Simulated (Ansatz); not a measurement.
# Barriers and T(E) in Si/Be, part 5 of 5

Aim: where the metal's Fermi level sits in the semiconductor's gap in Si/Be, and what the stack passes. The semiconductor is Si diamond(111), undoped, with its far face capped by hydrogen, and the metal is Be hcp(0001) sqrt3 x sqrt3, in direct contact. After relaxation the nearest pair at the metal is Be–Si at 2.43 Å, at a slant. The common net has a side of 3.868 Å, which strains the semiconductor by +0.0 % and the metal by -1.2 %, against typed lattice constants near PBE's. The first steps treat the bulk crystals alone.

Ansatz 0.2.0; PBE DFT, plane waves, PAW files (the session's first sound run).

So far. Step 5 (T(E) from the semiconductor into the metal, atomic …): The semiconductor's channels close between -0.25 and +0.40 eV. In the worse lead the potential repeats within 45 meV, which the program flags as too much for a lead, so the metal lead, which has this step, is on the short side. Step 6 (The contact's transmission, atomic planes in the …): The semiconductor's channels close between -0.25 and +0.40 eV.

**7. The first cell with another functional, cutoff 500 eV**

This step: r2SCAN DFT, plane waves, PAW files; ballistic transmission by layer matching between semi-infinite leads (Ansatz 0.2.0).

System of this step: Si/Be. The cell holds 70 atoms: 24 Si, 45 Be and 1 H. Cell: a = 3.868 Å, b = 3.868 Å, c = 92.198 Å, α = 90.0°, β = 90.0°, γ = 120.0°. Regions: left electrode, 18 atoms (18 Si); barrier, 6 atoms (6 Si); right electrode, 45 atoms (45 Be). Vacuum lies along c.

r2SCAN opens the gap somewhat, so the first cell is run again with it to see how the barriers share the change.

Contents of input.yaml:

```yaml
crystal:
  lattice:
    - [3.868, 0.0, 0.0]
    - [-1.934, 3.3497862618, 0.0]
    - [0.0, 0.0, 92.1981145518]
  atoms:
    - { symbol: Si, position: [0.0, 0.0, 0.1681162362] }
    - { symbol: Si, position: [0.33333333, 0.66666667, 0.1766794102] }
    - { symbol: Si, position: [0.33333333, 0.66666667, 0.2023689324] }
    - { symbol: Si, position: [0.66666667, 0.33333333, 0.2109321065] }
    - { symbol: Si, position: [0.66666667, 0.33333333, 0.2366216286] }
    - { symbol: Si, position: [0.0, 0.0, 0.2451848027] }
    - { symbol: Si, position: [0.0, 0.0, 0.2708743249] }
    - { symbol: Si, position: [0.33333333, 0.66666667, 0.2794374989] }
    - { symbol: Si, position: [0.33333333, 0.66666667, 0.3051270211] }
    - { symbol: Si, position: [0.66666667, 0.33333333, 0.3136901951] }
    - { symbol: Si, position: [0.66666667, 0.33333333, 0.3393797173] }
    - { symbol: Si, position: [0.0, 0.0, 0.3479428914] }
    - { symbol: Si, position: [0.0, 0.0, 0.3736324135] }
    - { symbol: Si, position: [0.33333333, 0.66666667, 0.3821955876] }
    - { symbol: Si, position: [0.33333333, 0.66666667, 0.4078851098] }
    - { symbol: Si, position: [0.66666667, 0.33333333, 0.4164482838] }
    - { symbol: Si, position: [0.66666667, 0.33333333, 0.4421175632] }
    - { symbol: Si, position: [0.0, 0.0, 0.4506938374] }
    - { symbol: Si, position: [0.0, 0.0, 0.4763734163] }
    - { symbol: Si, position: [0.33333333, 0.66666667, 0.4849401259] }
    - { symbol: Si, position: [0.33333333, 0.66666667, 0.5106105957] }
    - { symbol: Si, position: [0.66666667, 0.33333333, 0.5191821736] }
    - { symbol: Si, position: [0.66666667, 0.33333333, 0.5450464502] }
    - { symbol: Si, position: [0.0, 0.0, 0.5545029094] }
    - { symbol: Be, position: [0.33058907, 0.00054831, 0.5768734267] }
    - { symbol: Be, position: [0.66995924, 0.66941093, 0.5768734267] }
    - { symbol: Be, position: [0.99945169, 0.33004076, 0.5768734267] }
    - { symbol: Be, position: [0.66666667, 0.33333333, 0.5963787217] }
    - { symbol: Be, position: [0.0, 0.0, 0.5966752709] }
    - { symbol: Be, position: [0.33333333, 0.66666667, 0.5964962381] }
    - { symbol: Be, position: [0.33333333, 0.0, 0.6160559513] }
    - { symbol: Be, position: [0.66666667, 0.66666667, 0.6160559513] }
    - { symbol: Be, position: [0.0, 0.33333333, 0.6160559513] }
    - { symbol: Be, position: [0.66666667, 0.33333333, 0.6353973784] }
    - { symbol: Be, position: [0.0, 0.0, 0.6353973784] }
    - { symbol: Be, position: [0.33333333, 0.66666667, 0.6353973784] }
    - { symbol: Be, position: [0.33333333, 0.0, 0.6547388056] }
    - { symbol: Be, position: [0.66666667, 0.66666667, 0.6547388056] }
    - { symbol: Be, position: [0.0, 0.33333333, 0.6547388056] }
    - { symbol: Be, position: [0.66666667, 0.33333333, 0.6740802327] }
    - { symbol: Be, position: [0.0, 0.0, 0.6740802327] }
    - { symbol: Be, position: [0.33333333, 0.66666667, 0.6740802327] }
    - { symbol: Be, position: [0.33333333, 0.0, 0.6934216598] }
    - { symbol: Be, position: [0.66666667, 0.66666667, 0.6934216598] }
    - { symbol: Be, position: [0.0, 0.33333333, 0.6934216598] }
    - { symbol: Be, position: [0.66666667, 0.33333333, 0.712763087] }
    - { symbol: Be, position: [0.0, 0.0, 0.712763087] }
    - { symbol: Be, position: [0.33333333, 0.66666667, 0.712763087] }
    - { symbol: Be, position: [0.33333333, 0.0, 0.7321045141] }
    - { symbol: Be, position: [0.66666667, 0.66666667, 0.7321045141] }
    - { symbol: Be, position: [0.0, 0.33333333, 0.7321045141] }
    - { symbol: Be, position: [0.66666667, 0.33333333, 0.7514459413] }
    - { symbol: Be, position: [0.0, 0.0, 0.7514459413] }
    - { symbol: Be, position: [0.33333333, 0.66666667, 0.7514459413] }
    - { symbol: Be, position: [0.33333333, 0.0, 0.7707873684] }
    - { symbol: Be, position: [0.66666667, 0.66666667, 0.7707873684] }
    - { symbol: Be, position: [0.0, 0.33333333, 0.7707873684] }
    - { symbol: Be, position: [0.66666667, 0.33333333, 0.7901287956] }
    - { symbol: Be, position: [0.0, 0.0, 0.7901287956] }
    - { symbol: Be, position: [0.33333333, 0.66666667, 0.7901287956] }
    - { symbol: Be, position: [0.33333333, 0.0, 0.8094702227] }
    - { symbol: Be, position: [0.66666667, 0.66666667, 0.8094702227] }
    - { symbol: Be, position: [0.0, 0.33333333, 0.8094702227] }
    - { symbol: Be, position: [0.66666667, 0.33333333, 0.8288116499] }
    - { symbol: Be, position: [0.0, 0.0, 0.8288116499] }
    - { symbol: Be, position: [0.33333333, 0.66666667, 0.8288116499] }
    - { symbol: Be, position: [0.33333333, 0.0, 0.848153077] }
    - { symbol: Be, position: [0.66666667, 0.66666667, 0.848153077] }
    - { symbol: Be, position: [0.0, 0.33333333, 0.848153077] }
    - { symbol: H, position: [0.0, 0.0, 0.151846923] }
kpoints:
  mp_grid: { grid: [8, 8, 1] }
scf:
  occupations: { method: fermi_dirac, width: 0.1 }
  max_iter: 150
hamiltonian:
  xc: r2scan
efield:
  axis: 3
  dipole_correction: true
output:
  transmission:
    kmesh: [12, 12]
    e_range: [-2.5, 2.5]
    de: 0.05
    leads: [[7, 9], [45, 51]]
  dos: { projected: true, e_range: [-6, 5], de: 0.05 }
  write_potential: true
  write_density: true
  volumetric_format: npy
```

Run with:

```console
$ ansatz run input.yaml --threads 8 --pin off --max-ram 24576MiB --backend cpu --events-out ev --progress --plain --runs-dir out
```

Numbers of over 12 decimals in the logs are rounded to 6 here.

Output:

```text
[...]
Crystal: 70 atoms, lattice volume = 1194.609 Å³
Basis set: ecut = 500 eV, 30139 PW (Γ), exchange–correlation on 120×120×2700 points (64 copies of the dense FFT grid, shifted against one another)
Bands: 164, of which v1, the nominal top of the filled ones, is band 94 counted from 1 (93 counted from 0)
Symmetry: 3 space group operations
[...]
k-points: 12 of 64 (time reversal used)
[...]
SCF iter   1: F=—  HF=-19550.697575 eV  |F-HF|=—  |Δ(HF+E_count)|=         —  Δρ=3.35e-3  dr2=3.63e0  dr2_τ=1.47e0  ethr=1.77e-3  p=-0.126 e·Å  D=-1.91e-2 V/Å  ΔV_dip=1.76 eV  dr2_dipole=1.72e0  V_vac-E_F(+/−)=5.62/3.87 eV  ⟨swp⟩=13.8  Hψ=17642  notcnv=0  defer=301
[...]
SCF iter  16: F=-19551.034994 eV  HF=-19551.034994 eV  |F-HF|=4.05e-8  |Δ(HF+E_count)|=   1.13e-8  Δρ=1.28e-6  dr2=6.67e-8  dr2_τ=1.73e-10  ethr=5.35e-11  p=-0.064 e·Å  D=-9.72e-3 V/Å  ΔV_dip=0.90 eV  dr2_dipole=3.57e-9  V_vac-E_F(+/−)=5.40/4.50 eV  ⟨swp⟩=24.4  Hψ=13875  notcnv=0
SCF 1 converged in 16 iterations: F = -19551.034994 eV  dr2 = 6.67e-8
[...]
transmission: 148 of 1378 steps passed
transmission: 291 of 1378 steps passed
[...]
transmission: 1378 of 1378 steps passed
[...]
SCF converged after 16 iterations
Free energy (F): -19551.034994 eV
[...]
Internal energy: -19550.889321 eV  (E = F + TS)
E sigma→0 (E₀):  -19550.962157 eV
Entropy (-TS):   -0.145673 eV (-2.081 meV/atom)
Fermi energy:    3.503652 eV
Dipole field:    D = -0.009752 V/Å  (p = -0.064379 e·Å, saw-weighted, corrected)
Work function:   Φ+ = 5.3970 eV   Φ− = 4.4979 eV
[...]
--- Band table (eV; the first three rows and the last of 12) ---
  k-point 0: bands = [... 90 lower, 2.8221, 2.9006, 2.9006, 2.9176, 3.0264, 3.0264, 3.0372, 3.0372, ... 66 higher]
  k-point 1: bands = [... 90 lower, 3.1178, 3.3776, 3.5013, 3.6218, 3.6474, 3.8363, 4.0018, 4.0913, ... 66 higher]
  k-point 2: bands = [... 90 lower, 2.5319, 3.1215, 3.8001, 4.3201, 4.6196, 4.7537, 4.8474, 4.9441, ... 66 higher]
  k-point 11: bands = [... 90 lower, 2.6274, 3.0247, 3.2608, 3.7083, 3.7397, 4.4281, 4.7243, 4.8408, ... 66 higher]
--- Transmission ---
  basis      : 139 plane waves across, 53 finite elements along
  points     : 26, standing for a mesh of 12 x 12
[...]
channels       : 0.000000e0 a spin
[...]
slowest decay  : 0.0760 /Å at (0.0000, 0.0000)
[...]
channels       : 4.305556e-1 a spin
[...]
slowest decay  : 0.0334 /Å at (0.3333, 0.1667)
  junction   : crystal 0 to crystal 1, 32.87 to 64.17 Å
    transmission   : 0.000000e0 a spin
[...]
```

The job ended after 5.3 min (8 threads of Arm Neoverse V2, shared host; peak memory 11 GiB).

This step gave:

```yaml
free_energy: -19551.0350 eV
fermi_energy: 3.504 eV
potential_step_in_the_lower_lead: 15.1 meV
potential_step_in_the_upper_lead: 48.2 meV
work_function_upper_face: 5.397 eV
work_function_lower_face: 4.498 eV
dipole_moment: -0.06438 e·Å
dipole_field: -0.009752 V/Å
```

One spin. Table of transmission, zone mean by energy, zero at the Fermi level:

| energy (eV) | transmission, zone mean |
| --- | --- |
| -2.400 | 0.902 |
| -2.200 | 0.796 |
| -2.000 | 0.734 |
| -1.800 | 0.660 |
| -1.600 | 0.572 |
| -1.400 | 0.447 |
| -1.200 | 0.231 |
| -1.000 | 0.186 |
| -0.800 | 0.0878 |
| -0.600 | 0.0266 |
| -0.400 | 0.0163 |
| -0.200 | 0 |
| 0.000 | 0 |
| 0.200 | 0 |
| 0.400 | 0 |
| 0.600 | 0 |
| 0.800 | 0.0207 |
| 1.000 | 0 |
| 1.200 | 0.191 |
| 1.400 | 0.405 |
| 1.600 | 0.600 |
| 1.800 | 0.874 |
| 2.000 | 1.09 |
| 2.200 | 1.40 |
| 2.400 | 1.54 |

One spin. Table of open channels, zone mean by energy, zero at the Fermi level:

| energy (eV) | lower lead | upper lead |
| --- | --- | --- |
| -2.400 | 1.72 | 2.01 |
| -2.200 | 1.55 | 1.81 |
| -2.000 | 1.51 | 1.72 |
| -1.800 | 1.30 | 1.64 |
| -1.600 | 1.13 | 1.51 |
| -1.400 | 0.938 | 1.35 |
| -1.200 | 0.604 | 1.10 |
| -1.000 | 0.562 | 1.10 |
| -0.800 | 0.312 | 0.931 |
| -0.600 | 0.146 | 0.972 |
| -0.400 | 0.146 | 0.722 |
| -0.200 | 0 | 0.514 |
| 0.000 | 0 | 0.431 |
| 0.200 | 0 | 0.431 |
| 0.400 | 0 | 0.264 |
| 0.600 | 0.0417 | 0.306 |
| 0.800 | 0.208 | 0.514 |
| 1.000 | 0.333 | 0.812 |
| 1.200 | 0.583 | 1.48 |
| 1.400 | 0.833 | 1.98 |
| 1.600 | 1.07 | 2.31 |
| 1.800 | 1.36 | 3.27 |
| 2.000 | 1.65 | 3.65 |
| 2.200 | 2.15 | 3.77 |
| 2.400 | 2.15 | 3.56 |

Projected DOS an atom over height of the atomic layer and energy from the Fermi level. Layers: H Si Si Si Si Si Si Si Si Si Si Si Si Si Si Si Si Si Si Si Si Si Si Si Si Be3 Be3 Be3 Be3 Be3 Be3 Be3 Be3 Be3 Be3 Be3 Be3 Be3 Be3 Be3; projections on atoms miss part of the total, and the computed bands can run out at the top of the range; a column is the mean of 3 neighbouring layers, the last of those left over.

Ten even steps from '0' (0.006 states/eV) to '9' (0.708 states/eV), each cell a mean:
```
44555555100001
56666666100000
79888897200001
68878877200001
57777777210010
59888888321210
25555445313200
12222223200000
00111000000000
00000000000000
00000001000000
01111222000001
23444455100001
58778777200012
69999998300002
69999999400012
69999898411112
67878777411112
75777766411112
43322223311122
01111112322222
12222222222222
```
Columns: height of the atomic layer (Å) from 15.3 to 78.2 (not evenly spaced); rows upwards: energy from the Fermi level (eV) from -6 to 5.

The semiconductor's channels close between -0.30 and +0.55 eV. In the worse lead the potential repeats within 48 meV, which the program flags as too much for a lead, so the metal lead, which has this step, is on the short side.

**8. What came out**

- valence edge of the semiconductor lead against the Fermi level, 6 planes: -0.25 eV
- conduction edge of the semiconductor lead against the Fermi level, 6 planes: +0.40 eV
- valence edge of the semiconductor lead against the Fermi level, 10 planes: -0.25 eV
- conduction edge of the semiconductor lead against the Fermi level, 10 planes: +0.40 eV
- valence edge of the semiconductor lead against the Fermi level, r2SCAN: -0.30 eV
- conduction edge of the semiconductor lead against the Fermi level, r2SCAN: +0.55 eV

What this shows: The metal's Fermi level lies in the gap of the semiconductor, 0.40 eV under the first conduction channel and 0.25 eV over the last valence one, as read in the lead, away from the contact; bands can bend on the way there. The edges are read from the typed mesh and energy grid, to 0.05 eV at best. Adding 4 atomic planes to the layer under the metal moves the conduction edge by +0.00 eV, about one grid step or less. r2SCAN moves the edges to -0.30 and +0.55 eV, 0.85 eV apart on the grid against 0.65 eV. The semiconductor is undoped and only a few nanometres thick, with its far face capped by hydrogen. A semilocal functional narrows gaps, and the two barriers add up to the gap, so their sum is too small. No spin-orbit coupling, phonons, disorder or image charges enter; the interfaces are ordered, one cell wide and lattice-matched by strain. Semilocal gaps are too small, which can bring a band edge of the barrier nearer to the Fermi level than it is.

[Logs are printed without paths, hosts, clocks, repeated set-up lines and the standing remarks that a program may print on its own settings, such as how far it seeks lower states.]

[Hosts, paths, dates, database ids (printed as entryN), source tags and the programs' standing remarks are cut or masked in the printed files.]
